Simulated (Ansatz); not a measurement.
# PtS2 (P-3m1) in Ansatz: further runs

One crystal, PtS2, is run at these levels: PBEsol; tasks: single point, equation of state.

All numbers are computed with Ansatz 0.2.0; they aren't measurements. Logs are shortened: lines on timing, memory, paths and dates and some standing lists are left out, and cuts for length are marked.

### Step 1. The crystal as given

Symmetry: P-3m1, No. 164, trigonal system. The conventional cell has a = 3.543 Å, b = 3.543 Å, c = 5.039 Å, α = 90.00°, β = 90.00°, γ = 120.00°. Around Pt (site symmetry -3m) lie 6 S at 2.34 Å. S (site symmetry 3m) is surrounded by 3 Pt at 2.34 Å.

### Step 2. Single point, PBEsol, 17.17 Å³/atom (volume scaled by 0.94)

The input, input.yaml:

```yaml
crystal:
  lattice:
    - [3.4708695004, 0.0, 0.0]
    - [-1.7354347502, 3.0058611606, 0.0]
    - [0.0, 0.0, 4.9359384846]
  atoms:
    - { symbol: Pt, position: [0.0, 0.0, 0.0] }
    - { symbol: S, position: [0.6666666667, 0.3333333333, 0.773] }
    - { symbol: S, position: [0.3333333333, 0.6666666667, 0.227] }
hamiltonian:
  xc: pbesol
  pseudopotentials: { kind: paw }
kpoints:
  mp_grid: { grid: [9, 9, 5] }
scf:
  occupations: { method: fermi_dirac, width: 0.05 }
output:
  forces: true
  stress: true
  eigenvalues: true
```

Potentials or basis: Ansatz PAW.

Launch:

```bash
> ansatz run input.yaml --threads 2 --pin off --max-ram 5632MiB --backend cpu --events-out ev --progress --plain --runs-dir out
```

The program printed:

```text
Warning: RAYON_NUM_THREADS=2 ignored (pool sized by the plan → 2); use --threads N
Engine: ansatz 0.2.0, x86_64-unknown-linux-gnu
Pseudopotentials: kind: paw
Pseudopotential: Pt, paw, valence charge 18, recommended cutoff 420 eV (normal), Pt.paw.azcp
Pseudopotential: S, paw, valence charge 6, recommended cutoff 420 eV (normal), S.paw.azcp
Functional definition: PBEsol
  exchange = pbesol_x
  correlation = pbesol_c
Crystal: 3 atoms, lattice volume = 51.496 Å³
Basis set: ecut = 420 eV, 1007 PW (Γ), exchange–correlation on 48×48×72 points (8 copies of the dense FFT grid, shifted against one another)
Bands: 19, of which v1, the nominal top of the filled ones, is band 15 counted from 1 (14 counted from 0)
Symmetry: 12 space group operations
Space group: P-3m1 (ITA 164), of the structure as read, at distance tolerance 3.7e-5 Å
k-points: 50 of 405
Non-local potential: Pt, projectors of the file, l = 0: 3, l = 1: 2, l = 2: 2, l = 3: 1
Non-local potential: S, projectors of the file, l = 0: 2, l = 1: 2, l = 2: 2
PAW form: soft (Blöchl's): semilocal exchange-correlation on the pseudo side does not see the compensation charge
PAW frozen core: Pt, regenerated for the run's functional, and the local potential with it (the file was generated under x = pbe(κ = 0.804, μ = 0.2195149727645171), c = pbe(β = 0.06672455060314922))
PAW frozen core: S, regenerated for the run's functional, and the local potential with it (the file was generated under x = pbe(κ = 0.804, μ = 0.2195149727645171), c = pbe(β = 0.06672455060314922))
PAW one-centre angular grid: Pt, 590 points (default); XC on 64 Gauss nodes
PAW one-centre angular grid: S, 110 points (default); XC on 64 Gauss nodes
Initial density: superposition of atomic densities (neutral atoms: chi_scale 0, normalization atom), corrected by the library's trained network
Initial wavefunctions: pseudopotential atomic-orbital guess
Functional: x = pbesol(κ = 0.804, μ = 0.12345679012345678), c = pbesol(β = 0.046)
SCF iter   1: F=—  HF=-14154.566022 eV  |F-HF|=—  |Δ(HF+E_count)|=         —  Δρ=4.84e-3  dr2=1.68e-2  ethr=1.77e-3  ⟨swp⟩=5.5  Hψ=4814  notcnv=0
preconditioner: auto → Resta (q_TF=auto, 2.493 Å⁻¹)  ε∞=6.5  [insulator: Δε(μ)=0.986 eV  Ē_g=10.366 eV  σ=0.050 eV  W_gap=1.00  n_scr=20 (ndim 8)  ℏωp=24.3 eV  f_vac=0.017  D(μ)=0.00/eV (n_scr^D=0)  ε∞_Penn≈6.5]
SCF iter   2: F=—  HF=-14154.563391 eV  |F-HF|=—  |Δ(HF+E_count)|=   2.63e-3  Δρ=2.64e-3  dr2=4.15e-3  ethr=5.61e-5  ⟨swp⟩=1.3  Hψ=1370  notcnv=0
SCF iter   3: F=—  HF=-14154.562803 eV  |F-HF|=—  |Δ(HF+E_count)|=   5.88e-4  Δρ=8.63e-4  dr2=5.01e-4  ethr=1.38e-5  ⟨swp⟩=2.1  Hψ=1423  notcnv=0
SCF iter   4: F=—  HF=-14154.562732 eV  |F-HF|=—  |Δ(HF+E_count)|=   7.14e-5  Δρ=2.81e-4  dr2=3.06e-5  ethr=1.67e-6  ⟨swp⟩=2.7  Hψ=1555  notcnv=0
SCF iter   5: F=—  HF=-14154.562746 eV  |F-HF|=—  |Δ(HF+E_count)|=   1.44e-5  Δρ=7.20e-5  dr2=4.34e-6  ethr=1.02e-7  ⟨swp⟩=2.0  Hψ=1416  notcnv=0
SCF iter   6: F=—  HF=-14154.562746 eV  |F-HF|=—  |Δ(HF+E_count)|=   4.27e-7  Δρ=2.24e-5  dr2=2.76e-7  ethr=1.45e-8  ⟨swp⟩=2.0  Hψ=1349  notcnv=0
SCF iter   7: F=-14154.562746 eV  HF=-14154.562746 eV  |F-HF|=4.05e-9  |Δ(HF+E_count)|=   1.68e-7  Δρ=3.41e-6  dr2=6.86e-9  ethr=3.33e-10  ⟨swp⟩=6.5  Hψ=4375  notcnv=0
SCF 1 converged in 7 iterations: F = -14154.562746 eV  dr2 = 6.86e-9
SCF converged after 7 iterations
Free energy (F): -14154.562746 eV
Harris-Foulkes:  -14154.562746 eV  (|F-HF|=4.05e-9)
Internal energy: -14154.562742 eV  (E = F + TS)
E sigma→0 (E₀):  -14154.562744 eV
Entropy (-TS):   -0.000004 eV (-0.001 meV/atom)
Fermi energy:    12.557093 eV
--- Per-component energies (eV) ---
  E_band       = -298.211193
  E_kinetic    = 860.102716
  E_local      = -3070.276193  (includes V_loc(G=0)·N_el)
  E_nonlocal   = 258.684150
  E_hartree    = 1218.240327
  E_xc         = -456.261515
  E_vxc        = -482.007734  (∫ρ·V_xc dr)
  E_paw        = -10484.615153  (= ΣΔE_a)
  E_vpaw       = -301.195789  (= ΣTr[D̂ρ^β])
  E_aug_tail   = 0.000187  (compensation charges beyond the density's cutoff)
  E_ewald      = -2480.848139
  E_core_change = 0.410880  (= ΣΔE_core)
  E_smearing   = -0.000004  (= −TS)
  E_closure    = -0.000000  (closes the sum)
  Σ components = -14154.562746   (vs F -14154.562746, Δ=0.00e0)
--- Forces (eV/Å), atoms counted from 1 ---
  atom   1  Pt    -0.00000000    -0.00000000     0.00000000
  atom   2  S     -0.00000000    -0.00000000    -2.00582217
  atom   3  S      0.00000000     0.00000000     2.00582217
  max |Σ_I F_I| component: 5.24e-31 eV/Å
--- Stress (GPa, compression-positive) ---
       20.566028      -0.000000       0.000000
       -0.000000      20.566028       0.000000
       -0.000000       0.000000      14.096399
  P = ⅓ Tr σ = 18.4095 GPa (184.095 kbar)
--- Band table (eV; the first three rows and the last of 50) ---
  k-point 0: bands = ["-87.7888", "-42.0517", "-42.0517", "-41.8683", "-4.1685", "-0.4501", "4.3742", "4.3742", "4.5326", "7.6370", "7.6370", "10.1134", "10.8374", "10.8374", "11.8464", "14.6689", "14.6689", "16.6115", "18.1614"]
  k-point 1: bands = ["-87.7888", "-42.0517", "-42.0517", "-41.8683", "-4.0769", "-0.7422", "4.3812", "4.3812", "4.9874", "7.6273", "7.6273", "9.9196", "10.7641", "10.7641", "11.5816", "14.8528", "14.8528", "16.6937", "18.7984"]
  k-point 2: bands = ["-87.7888", "-42.0517", "-42.0517", "-41.8683", "-3.9039", "-1.1917", "4.3926", "4.3926", "5.7968", "7.6122", "7.6122", "9.3981", "10.6511", "10.6511", "11.2681", "15.1731", "15.1731", "17.1227", "19.4973"]
  k-point 49: bands = ["-87.7881", "-42.0746", "-42.0746", "-41.8636", "-1.5797", "-1.5797", "4.8873", "4.8873", "4.9966", "7.3327", "7.3327", "8.0455", "8.2917", "10.0433", "10.0433", "14.2610", "14.2610", "19.2934", "19.8704"]
```

It took 2.3 s on 2 threads of Intel Xeon at 2.70GHz, shared host; peak memory 0.37 GiB.

What came out:

```yaml
Free_energy: -14154.5627 eV
Pressure: 18.4 GPa
Largest_force: 2.006 eV/Å
Band_gap_on_the_k_mesh: 1.01 eV, indirect (least direct gap 1.05 eV)
```

Caveat: odd divisions of the mesh miss points on the zone boundary, where band edges often lie, so the gap on the mesh can be too wide; spin-orbit coupling is left out, which moves the levels of the heavy elements; the PAW data sets come from PBE, with cores solved anew for the run's functional, which leaves a small shift of forces and pressure; forces of over 1 eV/Å show positions far from the minimum, so gaps and moduli don't describe the material at rest.

### Step 3. Single point, PBEsol, 17.53 Å³/atom (volume scaled by 0.96)

Edit input.yaml of step 2 so:

```diff
@@ -2,5 +2,5 @@
   lattice:
-    - [3.4708695004, 0.0, 0.0]
-    - [-1.7354347502, 3.0058611606, 0.0]
-    - [0.0, 0.0, 4.9359384846]
+    - [3.4953130487, 0.0, 0.0]
+    - [-1.7476565244, 3.0270298944, 0.0]
+    - [0.0, 0.0, 4.9706997601]
   atoms:
```

Potentials or basis: Ansatz PAW.

Launch:

```bash
> ansatz run input.yaml --threads 2 --pin off --max-ram 5632MiB --backend cpu --events-out ev --progress --plain --runs-dir out
```

Wall time 2 s (2 threads of Intel Xeon at 2.70GHz, shared host); peak memory 0.37 GiB.

It converged, with:

```
Free energy            : -14154.6731 eV
Pressure               : 14.0 GPa
Largest force          : 1.625 eV/Å
Band gap on the k mesh : 0.99 eV, indirect (least direct gap 1.03 eV)
```

Caveat: odd divisions of the mesh miss points on the zone boundary, where band edges often lie, so the gap on the mesh can be too wide; spin-orbit coupling is left out, which moves the levels of the heavy elements; the PAW data sets come from PBE, with cores solved anew for the run's functional, which leaves a small shift of forces and pressure; forces of over 1 eV/Å show positions far from the minimum, so gaps and moduli don't describe the material at rest.

### Step 4. Single point, PBEsol, 17.90 Å³/atom (volume scaled by 0.98)

Edit input.yaml of step 3 so:

```diff
@@ -2,5 +2,5 @@
   lattice:
-    - [3.4953130487, 0.0, 0.0]
-    - [-1.7476565244, 3.0270298944, 0.0]
-    - [0.0, 0.0, 4.9706997601]
+    - [3.5194194177, 0.0, 0.0]
+    - [-1.7597097089, 3.0479066223, 0.0]
+    - [0.0, 0.0, 5.0049815314]
   atoms:
```

Launch:

```bash
> ansatz run input.yaml --threads 2 --pin off --max-ram 5632MiB --backend cpu --events-out ev --progress --plain --runs-dir out
```

It took 2.3 s on 2 threads of Intel Xeon at 2.70GHz, shared host; peak memory 0.37 GiB.

Results (log left out):

```yaml
Free_energy: -14154.7546 eV
Pressure: 10.0 GPa
Largest_force: 1.275 eV/Å
Band_gap_on_the_k_mesh: 0.97 eV, indirect (least direct gap 1.01 eV)
```

Caveat: odd divisions of the mesh miss points on the zone boundary, where band edges often lie, so the gap on the mesh can be too wide; spin-orbit coupling is left out, which moves the levels of the heavy elements; the PAW data sets come from PBE, with cores solved anew for the run's functional, which leaves a small shift of forces and pressure; forces of over 1 eV/Å show positions far from the minimum, so gaps and moduli don't describe the material at rest.

### Step 5. Single point, PBEsol, 18.26 Å³/atom

Edit input.yaml of step 4 so:

```diff
@@ -2,5 +2,5 @@
   lattice:
-    - [3.5194194177, 0.0, 0.0]
-    - [-1.7597097089, 3.0479066223, 0.0]
-    - [0.0, 0.0, 5.0049815314]
+    - [3.5432, 0.0, 0.0]
+    - [-1.7716, 3.0685012107, 0.0]
+    - [0.0, 0.0, 5.0388]
   atoms:
```

Launch:

```bash
> ansatz run input.yaml --threads 2 --pin off --max-ram 5632MiB --backend cpu --events-out ev --progress --plain --runs-dir out
```

It took 2.4 s on 2 threads of Intel Xeon at 2.70GHz, shared host; peak memory 0.37 GiB.

The run converged. Its results:

```
Free energy            : -14154.8103 eV
Pressure               : 6.4 GPa
Largest force          : 0.952 eV/Å
Band gap on the k mesh : 0.95 eV, indirect (least direct gap 0.99 eV)
```

Caveat: odd divisions of the mesh miss points on the zone boundary, where band edges often lie, so the gap on the mesh can be too wide; spin-orbit coupling is left out, which moves the levels of the heavy elements; the PAW data sets come from PBE, with cores solved anew for the run's functional, which leaves a small shift of forces and pressure.

### Step 6. Single point, PBEsol, 18.63 Å³/atom (volume scaled by 1.02)

Edit input.yaml of step 5 so:

```diff
@@ -2,5 +2,5 @@
   lattice:
-    - [3.5432, 0.0, 0.0]
-    - [-1.7716, 3.0685012107, 0.0]
-    - [0.0, 0.0, 5.0388]
+    - [3.5666655845, 0.0, 0.0]
+    - [-1.7833327923, 3.088823003, 0.0]
+    - [0.0, 0.0, 5.0721705089]
   atoms:
@@ -20 +20,5 @@
   eigenvalues: true
+  write_density: true
+  write_potential: true
+  elf: true
+  volumetric_format: npy
```

Potentials or basis: Ansatz PAW.

Launch:

```bash
> ansatz run input.yaml --threads 2 --pin off --max-ram 5632MiB --backend cpu --events-out ev --progress --plain --runs-dir out
```

It took 3 s on 2 threads of Intel Xeon at 2.70GHz, shared host; peak memory 0.38 GiB.

It converged, with:

- Free energy: -14154.8429 eV
- Pressure: 3.2 GPa
- Largest force: 0.654 eV/Å
- Band gap on the k mesh: 0.93 eV, indirect (least direct gap 0.97 eV)

Caveat: odd divisions of the mesh miss points on the zone boundary, where band edges often lie, so the gap on the mesh can be too wide; spin-orbit coupling is left out, which moves the levels of the heavy elements; the PAW data sets come from PBE, with cores solved anew for the run's functional, which leaves a small shift of forces and pressure.

### Step 7. Single point, PBEsol, 18.99 Å³/atom (volume scaled by 1.04)

Edit input.yaml of step 6 so:

```diff
@@ -2,5 +2,5 @@
   lattice:
-    - [3.5666655845, 0.0, 0.0]
-    - [-1.7833327923, 3.088823003, 0.0]
-    - [0.0, 0.0, 5.0721705089]
+    - [3.5898263996, 0.0, 0.0]
+    - [-1.7949131998, 3.1088808573, 0.0]
+    - [0.0, 0.0, 5.105107604]
   atoms:
```

Launch:

```bash
> ansatz run input.yaml --threads 2 --pin off --max-ram 5632MiB --backend cpu --events-out ev --progress --plain --runs-dir out
```

It took 2.9 s on 2 threads of Intel Xeon at 2.70GHz, shared host; peak memory 0.38 GiB.

The run converged. Its results:

```
Free energy            : -14154.8548 eV
Pressure               : 0.3 GPa
Largest force          : 0.380 eV/Å
Band gap on the k mesh : 0.91 eV, indirect (least direct gap 0.95 eV)
```

Caveat: odd divisions of the mesh miss points on the zone boundary, where band edges often lie, so the gap on the mesh can be too wide; spin-orbit coupling is left out, which moves the levels of the heavy elements; the PAW data sets come from PBE, with cores solved anew for the run's functional, which leaves a small shift of forces and pressure.

### Step 8. Single point, PBEsol, 19.36 Å³/atom (volume scaled by 1.06)

Edit input.yaml of step 7 so:

```diff
@@ -2,5 +2,5 @@
   lattice:
-    - [3.5898263996, 0.0, 0.0]
-    - [-1.7949131998, 3.1088808573, 0.0]
-    - [0.0, 0.0, 5.105107604]
+    - [3.6126921524, 0.0, 0.0]
+    - [-1.8063460762, 3.12868318, 0.0]
+    - [0.0, 0.0, 5.1376250896]
   atoms:
```

Launch:

```bash
> ansatz run input.yaml --threads 2 --pin off --max-ram 5632MiB --backend cpu --events-out ev --progress --plain --runs-dir out
```

It took 3 s on 2 threads of Intel Xeon at 2.70GHz, shared host; peak memory 0.38 GiB.

Results (log left out):

```
Free energy            : -14154.8483 eV
Pressure               : -2.2 GPa
Largest force          : 0.127 eV/Å
Band gap on the k mesh : 0.89 eV, indirect (least direct gap 0.94 eV)
```

Caveat: odd divisions of the mesh miss points on the zone boundary, where band edges often lie, so the gap on the mesh can be too wide; spin-orbit coupling is left out, which moves the levels of the heavy elements; the PAW data sets come from PBE, with cores solved anew for the run's functional, which leaves a small shift of forces and pressure.

### Step 9. Equation of state, PBEsol

Potentials or basis: Ansatz PAW.

No new run: the results of the series are fitted here.

What came out:

```yaml
Equilibrium_volume: 19.04 Å³/atom
Bulk_modulus_at_fixed_shape_and_positions: 139 GPa
Pressure_derivative_of_the_bulk_modulus: 4.7
```

Energy against volume, from the lowest point:
| volume (Å³/atom) | energy (meV/atom) |
| --- | --- |
| 17.165 | 97.36 |
| 17.531 | 60.58 |
| 17.896 | 33.40 |
| 18.261 | 14.84 |
| 18.626 | 3.97 |
| 18.992 | 0.00 |
| 19.357 | 2.19 |

Caveat: the cell was scaled at fixed shape and fractional positions, which overstates the stiffness of a crystal with free parameters, most of all of layers and chains. The run has no spin-orbit coupling, so splittings on Pt are missing.
